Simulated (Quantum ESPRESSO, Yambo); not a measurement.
# Sb (buckled honeycomb monolayer): G0W0 with Yambo, start to end, part 2 of 2

How does a plane-wave GW calculation on Sb (buckled honeycomb monolayer) run from the first input to the gap?

Quantum ESPRESSO 7.5 and Yambo 5.3.0; PBE and many-body steps on it, plane waves. Known limits of the many-body steps: not at the basis limit; exchange with frozen shells missing; no spin-orbit coupling.

So far. Step 3 (Bands along the symmetry lines): The gap is 1.289 eV, −0.017 eV from the run before at this level. Step 4 (Empty states on the mesh, 6×6×1 mesh, 289 bands): On this mesh the gap is 1.306 eV.

**5. Conversion and set-up**

This step: Yambo 5.3.0; conversion and set-up on PBE, plane waves, norm-conserving pseudopotentials.

The states are converted to the many-body program's format and the q mesh is built.

Run with:

```console
$ (cd o/x.save; p2y > p2y.log; mv SAVE ../..); yambo > setup.log
```

Output:

```text
 Yambo, version 5.3.0

 [02] CORE Variables Setup
 =========================

  [02.01] Unit cells
  ==================

  Cell kind             :  HCP
  Atoms in the cell     :  Sb
  number of Sb atoms    :  2

  List of atomic masses
  Mass of Sb    :  121.7600

  List of atomic coordinates    : [cc]
  Sb1       : -0.20099E-09   4.5029       11.683      order 1
  Sb2       :   3.89960   2.25143  14.77355  order 2

  Alat factors          :   7.79919   6.75430  26.45617 [a.u.]
  Direct lattice volume :   1393.66    [a.u.]
  Direct lattice vectors:  A[ 1 ]  A[ 2 ]  A[ 3 ]
   A[ 1 ]:   1.0000     -0.55956E-10   0.0000      [iru]
    7.7992     -0.37795E-09   0.0000      [cc]
   A[ 2 ]: -0.500000  1.000000  0.000000  [iru]
  -3.899595  6.754297  0.000000  [cc]
   A[ 3 ]:  0.000000  0.000000  1.000000  [iru]
    0.00000   0.00000  26.45617  [cc]

  Recip. lattice volume :  0.177985 [a.u.]
  Recip. lattice vectors:  B[ 1 ]  B[ 2 ]  B[ 3 ]
   B[ 1 ]:  1.000000  0.500000  0.000000  [iku]
   0.805620  0.465125 -0.000000  [cc]
   B[ 2 ]:  0.55956E-10   1.0000       0.0000      [iku]
   0.45079E-10  0.93025      -0.0000      [cc]
   B[ 3 ]:  0.000000  0.000000  1.000000  [iku]
  -0.000000 -0.000000  0.237494  [cc]

  [02.02] Symmetries
  ==================

  Inversion symmetry    : yes
  Spatial inversion     : yes
  Inversion index       :   7
  K-space Time-reversal : no
  Magnetic symmetries   : no
  Group table correct   : yes
  Symmetries units      :  [cc]

   [S  1]:   1.0000      0.68174E-26   0.0000     -0.85885E-16   1.0000       0.0000       0.0000       0.0000       1.0000
   [S  2]:   1.0000     -0.96919E-10   0.0000     -0.83934E-10  -1.0000       0.0000       0.0000       0.0000      -1.0000
   [S  3]: -0.500000  0.866025  0.000000 -0.866025 -0.500000  0.000000  0.000000  0.000000  1.000000
[...]
[S 11]:  0.500000  0.866025  0.000000  0.866025 -0.500000  0.000000  0.000000  0.000000  1.000000
   [S 12]:  0.500000 -0.866025  0.000000 -0.866025 -0.500000  0.000000  0.000000  0.000000  1.000000

  [02.03] Reciprocal space
  ========================

  nG shells         :   5142
  nG charge         :  115007
  nG WFs            :  17161
  nC WFs            :  14446
  G-vecs. in first 80 shells:  [ Number ]
     1    3    5    7   13   15   27   39   51
    53   65   67   79   85   97   99  111  123
   135  141  153  165  167  179  191  203  215
[...]
813   825   837   839   851   863   887   899
  ...
  Shell energy in first 80 shells:  [ mHa ]
[...]
4061.05      4118.22      4147.96      4345.37      4410.66      4493.73      4550.90      4599.19      4710.46
    4766.09      4833.69      4909.41      5143.14      5192.19      5198.78      5220.39      5276.03      5305.00
    5313.12      5359.10      5446.01      5527.54      5624.87      5643.42      5653.08      5699.06
  ...

[...]
K/Q-points units:
  rlu = crystal or reduced units; cc = cartesian coordinates; iku = interal k-units

  K [1]          [rlu]:  0.000000  0.000000  0.000000
         WF components:  14411
  K [2]          [rlu]: -0.21450E-26  0.16667       0.0000
         WF components:  14446
  K [3]          [rlu]: -0.75211E-26  0.33333       0.0000
         WF components:  14386
  K [4]          [rlu]:  0.29879E-26 -0.50000       0.0000
         WF components:  14356
  K [5]          [rlu]:  0.166667  0.166667  0.000000
         WF components:  14383
  K [6]          [rlu]:  0.166667  0.333333  0.000000
         WF components:  14347
  K [7]          [rlu]:  0.333333  0.333333  0.000000
         WF components:  14376

  [02.05] Energies & Occupations
  ==============================

  [X] === General ===
  [X] Electronic Temperature                        :  0.000000  0.000000 [eV K]
  [X] Bosonic    Temperature                        :  0.000000  0.000000 [eV K]
  [X] Finite Temperature mode                       : no
  [X] El. density                                   :  0.14527E+24 [cm-3]
  [X] Fermi Level                                   : -0.568718 [eV]

  [X] === Gaps and Widths ===
  [X] Conduction Band Min                           :  1.305737 [eV]
  [X] Valence Band Max                              :  0.000000 [eV]
  [X] Filled Bands                                  :  15
  [X] Empty Bands                                   :   16  289
  [X] Direct Gap                                    :  1.559885 [eV]
  [X] Direct Gap localized at k                     :  1
  [X] Indirect Gap                                  :  1.305737 [eV]
  [X] Indirect Gap between kpts                     :  1  3
  [X] Last valence band width                       :  1.758542 [eV]
  [X] 1st conduction band width                     :  0.894916 [eV]

  E @ K [1]:  [eV]
  -28.57717 -28.57717 -28.50781 -28.50781 -28.46180 -28.40217 -28.40217 -28.36459
[...]
occ @ K [1]
[...]
E @ K [2]:  [eV]
[...]
occ @ K [2]
[...]
E @ K [3]:  [eV]
[...]
occ @ K [3]
[...]
E @ K [4]:  [eV]
[...]
occ @ K [4]
[...]
E @ K [5]:  [eV]
[...]
occ @ K [5]
[...]
E @ K [6]:  [eV]
[...]
occ @ K [6]
[...]
E @ K [7]:  [eV]
[...]
occ @ K [7]
[...]
0.000000  0.000000  0.000000  0.000000  0.000000  0.000000  0.000000  0.000000
   0.000000  0.000000  0.000000  0.000000  0.000000  0.000000  0.000000  0.000000

 [03] Transferred momenta grid and indexing
 ==========================================

 IBZ Q-points                                      :   7
 BZ  Q-points                                      :   36

 K/Q-points units:
 rlu = crystal or reduced units; cc = cartesian coordinates; iku = interal k-units

 Q [1]          [rlu]:  0.000000  0.000000  0.000000
 Q [2]          [rlu]: -0.16529E-16  0.16667       0.0000
 Q [3]          [rlu]: -0.33057E-16  0.33333       0.0000
 Q [4]          [rlu]:  0.49586E-16 -0.50000       0.0000
 Q [5]          [rlu]:  0.166667  0.166667  0.000000
 Q [6]          [rlu]:  0.166667  0.333333  0.000000
 Q [7]          [rlu]:  0.333333  0.333333  0.000000

  [03.01] X indexes
  =================

   [03.01.01] Sigma indexes
   ========================

 [06] Game Over & Game summary
```

It took 2.2 s on 1 MPI rank of Arm Neoverse V2, shared host; peak memory 0.25 GiB.

**6. Screening and self-energy, 6×6×1 mesh, 289 bands, screening to 163.3 eV**

G0W0 replaces the xc potential by the self-energy, built once from these orbitals. Only a window of levels is corrected, while the sums run over the empty bands that the input names.

This step: G0W0 on PBE, plane waves, norm-conserving pseudopotentials.

gw3.in reads:

```
HF_and_locXC
gw0
dyson
ppa
em1d
rim_cut
rim_w
RandQpts= 3000000
RandGvec= 100 RL
CUTGeo= "slab z"
RandGvecW= 9 RL
EXXRLvcs= 72 Ry
VXCRLvcs= 288 Ry
Chimod= "HARTREE"
% BndsRnXp
 1 | 289 |
%
NGsBlkXp= 12 Ry
% LongDrXp
 1 | 1 | 0 |
%
% GbndRnge
 1 | 289 |
%
DysSolver= "n"
ExtendOut
PPAPntXp= 27.21138 eV
% QPkrange
 1 | 1 | 14 | 17 |
 3 | 3 | 14 | 17 |
%
```

Run with:

```console
$ OMP_NUM_THREADS=1 mpirun -n 4 yambo -F gw3.in -J gw3 -C gw3 > gw3.log
```

Output:

```text
 Yambo, version 5.3.0

 [02] CORE Variables Setup
 =========================

  [... cell, symmetries and grids as in the set-up ...]

  [02.05] Energies & Occupations
  ==============================

  [X] === General ===
  [X] Electronic Temperature                        :  0.000000  0.000000 [eV K]
  [X] Bosonic    Temperature                        :  0.000000  0.000000 [eV K]
  [X] Finite Temperature mode                       : no
  [X] El. density                                   :  0.14527E+24 [cm-3]
  [X] Fermi Level                                   : -0.568718 [eV]

  [X] === Gaps and Widths ===
  [X] Conduction Band Min                           :  1.305737 [eV]
  [X] Valence Band Max                              :  0.000000 [eV]
  [X] Filled Bands                                  :  15
  [X] Empty Bands                                   :   16  289
  [X] Direct Gap                                    :  1.559885 [eV]
  [X] Direct Gap localized at k                     :  1
  [X] Indirect Gap                                  :  1.305737 [eV]
  [X] Indirect Gap between kpts                     :  1  3
  [X] Last valence band width                       :  1.758542 [eV]
  [X] 1st conduction band width                     :  0.894916 [eV]

 [03] Transferred momenta grid and indexing
 ==========================================

 IBZ Q-points                                      :   7
 BZ  Q-points                                      :   36

 K/Q-points units:
 rlu = crystal or reduced units; cc = cartesian coordinates; iku = interal k-units

 Q [1]          [rlu]:  0.000000  0.000000  0.000000
 Q [2]          [rlu]: -0.16529E-16  0.16667       0.0000
 Q [3]          [rlu]: -0.33057E-16  0.33333       0.0000
 Q [4]          [rlu]:  0.49586E-16 -0.50000       0.0000
 Q [5]          [rlu]:  0.166667  0.166667  0.000000
 Q [6]          [rlu]:  0.166667  0.333333  0.000000
 Q [7]          [rlu]:  0.333333  0.333333  0.000000

 [04] Coloumb potential Random Integration (RIM)
 ===============================================

 Performing RIM of v_slab

  [04.01] RIM initialization
  ==========================

  * Diagonal components only detected *

  8 x (sBL volume)        :  0.039552 [a.u.]
  sBZ random points       :  3000000
  Points outside the sBZ  :  24000829
  RL volume               :  0.177985 [a.u.]
  Integrated volume       :  0.177979 [a.u.]

  [04.02] RIM integrals
  =====================

  Gamma point sphere radius             :  0.036404 [a.u.]
  Points outside the sphere             :  2398884
  [Int_sBZ(q=0) 1/q^2]*(Vol_sBZ)^(-1/3) =:  7.385834
                                 should be <:  7.795600

  Summary of Coulomb integrals for non-metallic bands |Q|[au] RIM/Bare

  Q [1] 0.100000E-4 0.947436 * Q [2] 0.155042 0.954387
  Q [5] 0.268540 1.010257 * Q [3] 0.310083 1.014493
  Q [6] 0.410202 1.014737 * Q [4] 0.465125 1.013090
  Q [7] 0.537080 1.010659
  Non-periodic chartesian directions : none
  Optical renormalization            :  26.45617 [au]
  Polarizability dimension           : length

 [05] Coloumb potential CutOffslab
 =================================

 Cut directionsZ
 Slab Cutoff:Z
 Symmetry test passed : yes

 [06] Dipoles
 ============

  [06.01] Setup: observables and procedures
  =========================================

 [07] Dynamic Dielectric Matrix (PPA)
 ====================================

 [WR./gw3//ndb.pp]---------------------------------------------------------------
  Brillouin Zone Q/K grids (IBZ/BZ)                :    7   36    7   36
  RL vectors                                       :  17175 [WF]
  Coulomb cutoff potential                         : slab z
  Electronic Temperature                           :  0.000000 [K]
  Bosonic    Temperature                           :  0.000000 [K]
  PPA    diel. fun.  energies                      : Perdew, Burke & Ernzerhof(X)+Perdew, Burke & Ernzerhof(C)
  wavefunctions                                    : Perdew, Burke & Ernzerhof(X)+Perdew, Burke & Ernzerhof(C)
  Global Gauge                                     : length
  X matrix size                                    :  1019
  X band range                                     :    1  289
  X e/h energy range                               : -1.000000 -1.000000 [eV]
  X Time ordering                                  : R
  X Hxc Kernel                                     : HARTREE
  X Drude frequency                                :  0.000000  0.000000
  X poles                                          :  100.0000 [o/o]
  RL vectors in the sum                            :  17175
  [r,Vnl] included                                 : yes
  Field direction                                  :  0.707107E-5  0.707107E-5   0.00000
  BZ energy Double Grid                            : no
  BZ energy DbGd points                            : 0
  BZ Q point size factor                           : -1.000000
  X Optical Averaged directions                    : none

 [08] Local Exchange-Correlation + Non-Local Fock
 ================================================

 [VXC] Plane waves :  115007
 [EXS] Plane waves :  14423

 QP @ state[ 1 ] K range:  1  1
 QP @ state[ 1 ] b range:  14  17
 QP @ state[ 2 ] K range:  3  3
 QP @ state[ 2 ] b range:  14  17

 [xc] Functional : Perdew, Burke & Ernzerhof(X)+Perdew, Burke & Ernzerhof(C)
 [xc] LIBXC used to calculate xc functional
  PP Number of Atomic Species                      :  1
  NLCC RL compoments                               :  115007
  PP Number of Atomic Species                      :  1
  NLCC RL compoments                               :  115007

 [xc] E_xc :  -18.09053 [Ha]
      E_xc :  -36.18105 [Ry]

  Local XC kind (lXC) : Perdew, Burke & Ernzerhof(X)+Perdew, Burke & Ernzerhof(C)
  Non-Local XC kind (nlXC) : Hartree-Fock

  Corrections @ K [1] :  [eV]
 <14|nlXC|14> = -13.53294 -0.63221E-17 <14|lXC|14> = -11.71994  0.000000
 <15|nlXC|15> = -13.53295  0.28943E-17 <15|lXC|15> = -11.71994 -0.47204E-16
 <16|nlXC|16> = -7.634906 -0.32175E-17 <16|lXC|16> = -10.57961 -0.47204E-16
 <17|nlXC|17> = -7.909748  0.12661E-17 <17|lXC|17> = -11.01827  0.23602E-16

  Corrections @ K [3] :  [eV]
 <14|nlXC|14> = -13.55212  0.11218E-17 <14|lXC|14> = -11.18720  0.94408E-16
 <15|nlXC|15> = -12.85635  0.75316E-17 <15|lXC|15> = -10.53807 -0.94408E-16
 <16|nlXC|16> = -6.646102 -0.56492E-18 <16|lXC|16> = -9.268133 -0.35403E-16
 <17|nlXC|17> = -5.839611  0.40442E-17 <17|lXC|17> = -9.244538  0.000000

 [09] Dyson equation: Newton solver
 ==================================

  [09.01] RIM-W interpolation
  ===========================

  [WARNING] RIM-W works only for 2D semiconductors with slab cutoff
  Found compatible q grid: 2D
  q_min[ 1 ]:  0.16667      0.18706E-11   0.0000     [rlu]
   0.166667  0.083333  0.000000 [iku]
  q_min[ 2 ]:  0.16529E-16  0.16667       0.0000     [rlu]
   0.93261E-11  0.16667       0.0000     [iku]
  G-vectors :  13
  G-vectors loaded:  139
  Number of interpolated frequencies:  2

  Evaluating coefficients q = 0
  Evaluating coefficients q = 0

  [09.02] RIM-W integrals
  =======================

  8 x (sBL volume)        :  0.039552 [a.u.]
  sBZ random points       :  3000000
  Points outside the sBZ  :  24000829
  RL volume               :  0.177985 [a.u.]
  Integrated volume       :  0.177979 [a.u.]

  [09.03] RIM integrals
  =====================

  Comparison between head Wc = W - v averages: < Wc > [au] RIM-W/RIM

   < -Wc [Q = 1] > 0.347426E-1 0.536584E-4 * < -Wc [Q = 2] > 0.005623 0.005470
   < -Wc [Q = 3] > 0.001113 0.001092 * < -Wc [Q = 4] > 0.381338E-3 0.377168E-3
   < -Wc [Q = 5] > 0.001611 0.001579 * < -Wc [Q = 6] > 0.544657E-3 0.539422E-3
   < -Wc [Q = 7] > 0.257068E-3 0.255439E-3

  Comparison between head Wc = W - v averages: < Wc > [au] RIM-W/RIM

   < -Wc [G = 1,G`=0] > 0.347426E-1 0.536584E-4 * < -Wc [G = 2,G`=0] >-0.001569 0.000000
   < -Wc [G = 3,G`=0] >-0.001569 0.000000 * < -Wc [G = 4,G`=0] > 0.189323E-4  0.00000
   < -Wc [G = 5,G`=0] > 0.189466E-4  0.00000 * < -Wc [G = 6,G`=0] > 0.707022E-4  0.00000
   < -Wc [G = 7,G`=0] > 0.706848E-4  0.00000 * < -Wc [G = 8,G`=0] >-0.460473E-5  0.00000
   < -Wc [G = 9,G`=0] >-0.492892E-5  0.00000 * < -Wc [G = 10,G`=0] >-0.467202E-5  0.00000
   < -Wc [G = 11,G`=0] >-0.477486E-5  0.00000 * < -Wc [G = 12,G`=0] >-0.506933E-5  0.00000
   < -Wc [G = 13,G`=0] >-0.485050E-5  0.00000

 [10] G0W0 (W PPA)
 =================

 [  GW  ] Bands range     :    1  289
 [GW/PPA] G damping       :  0.100000 [eV]

 QP @ state[ 1 ] K range:  1  1
 QP @ state[ 1 ] b range:  14  17
 QP @ state[ 2 ] K range:  3  3
 QP @ state[ 2 ] b range:  14  17

  Sc/G bands                                       :    1  289
  Sc/G damping                                     :  0.100000 ev
  Sc bands terminator                              : no
  Sx RL components                                 :  14423

  QP @ state[ 1 ] K range                          :  1  1
  QP @ state[ 1 ] b range                          :  14  17
  QP @ state[ 2 ] K range                          :  3  3
  QP @ state[ 2 ] b range                          :  14  17
  GF energies kind                                 : Perdew, Burke & Ernzerhof(X)+Perdew, Burke & Ernzerhof(C)
  GF WF`s kind                                     : Perdew, Burke & Ernzerhof(X)+Perdew, Burke & Ernzerhof(C)
  Xs energies kind                                 : Perdew, Burke & Ernzerhof(X)+Perdew, Burke & Ernzerhof(C)
  Xs WF`s kind                                     : Perdew, Burke & Ernzerhof(X)+Perdew, Burke & Ernzerhof(C)

 [14] Game Over & Game summary
```

Run time: 22 min. Hardware: 4 MPI ranks; peak memory 4 GiB.

Numbers from this step:

* G0W0 gap on the points computed: 2.374 eV
* starting gap on the mesh: 1.306 eV
* k of the valence top: 0, 0, 0
* k of the conduction bottom: 0, 0.3333, 0
* least direct G0W0 gap on the computed points: 2.690 eV
* Z at the valence top: 0.7353
* Z at the conduction bottom: 0.7413

The gap on the mesh goes from 1.31 eV to 2.37 eV, a correction of +1.07 eV.

Limits: finite bands, cutoff and mesh; exchange with frozen shells missing; no spin-orbit coupling. v1 is the top filled band, c1 the lowest empty one. Levels before and after the correction, in eV, zero at the valence-band top of each column:

```csv
,conduction bottom,valence top
Kohn-Sham,1.31,0.00
G0W0,2.37,0.00
```

```
                    level  energy (eV)
Kohn-Sham         Γ v2-v1        0.000
Kohn-Sham            Γ c1        1.560
Kohn-Sham            Γ c2        2.786
Kohn-Sham  (0 0.333 0) v2       -1.257
Kohn-Sham  (0 0.333 0) v1       -0.802
Kohn-Sham  (0 0.333 0) c1        1.306
Kohn-Sham  (0 0.333 0) c2        3.090
     G0W0         Γ v2-v1        0.000
     G0W0            Γ c1        2.690
     G0W0            Γ c2        3.886
     G0W0  (0 0.333 0) v2       -1.292
     G0W0  (0 0.333 0) v1       -0.899
     G0W0  (0 0.333 0) c1        2.374
     G0W0  (0 0.333 0) c2        4.250
```

**7. Where the time went**

Times are wall times on the hardware named with each run, good to a factor of about two.

| step | time | share | memory (GiB) |
| --- | --- | --- | --- |
| ground state | 13 s | 1 % | 0.54 |
| bands along the symmetry lines | 9.9 s | 1 % | 0.43 |
| empty states on the mesh | 91 s | 6 % | 1.6 |
| conversion and set-up | 2.2 s | 0 % | 0.25 |
| screening and self-energy | 22 min | 92 % | 4.0 |

**8. What came out**

```json
{
  "PBE gap": "1.29 eV, indirect",
  "G0W0 gap on the mesh": "2.37 eV",
  "GW settings": "6×6×1 mesh, 289 bands, screening to 163.3 eV, Godby-Needs plasmon pole",
  "known limits": "not at the basis limit; exchange with frozen shells missing; no spin-orbit coupling"
}
```

**Reading.** G0W0 moves the gap on the mesh from 1.31 eV to 2.37 eV (+1.07 eV), with Z of 0.74 and 0.74 at the edges. Only 2 of the mesh's irreducible points were corrected, so a valley elsewhere could overtake. The dearest step here is «screening and self-energy». Against experiment, by G0W0@PBE: the direct gap of 2.69 eV lies +0.48 eV from the measured 2.21 eV (exciton, 2020). An exciton line or allowed optical edge lies below the quasiparticle gap by the binding energy; a forbidden edge can push the onset above it. The computed sheet is free-standing; a substrate or cover screens it further and lowers both gap and binding, while the exciton line moves little. The calculation has static nuclei and no excitons; a measured gap holds zero-point and thermal motion, which mostly lowers it. Bands and cutoff are finite, so the gap is not at the basis limit. The miss can reach some tenths of an eV and take either sign; the mesh is an error of its own. In the G0W0 run levels were corrected at 2 k points alone, so a gap called «on the mesh» is the least over those, and an edge elsewhere would be missed. The norm-conserving file of at least one element keeps a d shell over frozen s and p shells of the same row. Exchange with those shells is missing from the self-energy, an error of 0.3 to 0.9 eV in cases checked, whose sign depends on which edge lies on those atoms. The many-body steps are scalar-relativistic: spin-orbit coupling is not in them.

[Paths, hosts, dates, memory and timing lines, banners, echoed tables and standing remarks are left out of the program output.]

[Logs are printed without paths, hosts, clocks, repeated set-up lines and the standing remarks that a program may print on its own settings, such as how far it seeks lower states.]

[Runs of the session that timed out or met a known fault of the program may be left out.]

[Hosts, paths, dates, database ids (printed as entryN), source tags and the programs' standing remarks are cut or masked in the printed files.]
